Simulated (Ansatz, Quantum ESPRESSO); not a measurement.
**Nb: the pressure in 2 programs**

The cell as given:

```cif
data_structure
_symmetry_space_group_name_H-M 'Im-3m'
_symmetry_Int_Tables_number 229
_cell_length_a 3.3279
_cell_length_b 3.3279
_cell_length_c 3.3279
_cell_angle_alpha 90.000
_cell_angle_beta 90.000
_cell_angle_gamma 90.000
_cell_volume 36.86
loop_
_atom_site_label
_atom_site_type_symbol
_atom_site_symmetry_multiplicity
_atom_site_Wyckoff_symbol
_atom_site_fract_x
_atom_site_fract_y
_atom_site_fract_z
_atom_site_occupancy
Nb1 Nb 2 a 0.00000 0.00000 0.00000 1
```

Kept alike: task relaxation of cell and atoms; functional PBEsol; k mesh 11 × 11 × 11; occupations fermi-dirac, width 0.05 eV; no spin polarisation. The mesh is that of the run's cell of 1 atom. No spin-orbit coupling.

- A: Ansatz, all-electron LAPW, scalar-relativistic
- B: Quantum ESPRESSO, SSSP 1.3 efficiency PBE, made for PBE, cutoff 857 eV

```csv
pressure (GPa),A: volume (Å³/atom),B: volume (Å³/atom)
0,17.587,17.602
5,17.126,17.141
10,16.710,16.724
20,15.974,15.996
```

Values on potentials made for another functional: all of B. Values hold for each row's relaxed cell, which stops near the pressure aimed at. The runs follow the start's structure, whether or not it is the stable one at these pressures.

Task: How large is the effect of the pressure, and do the programs agree on it?

Result: From 0 to 20 GPa the volume moves by -1.613 in A, -1.606 in B (Å³/atom). Row by row the programs differ by 0.014 to 0.022, and over this span the shifts, as printed, agree within 1 %.
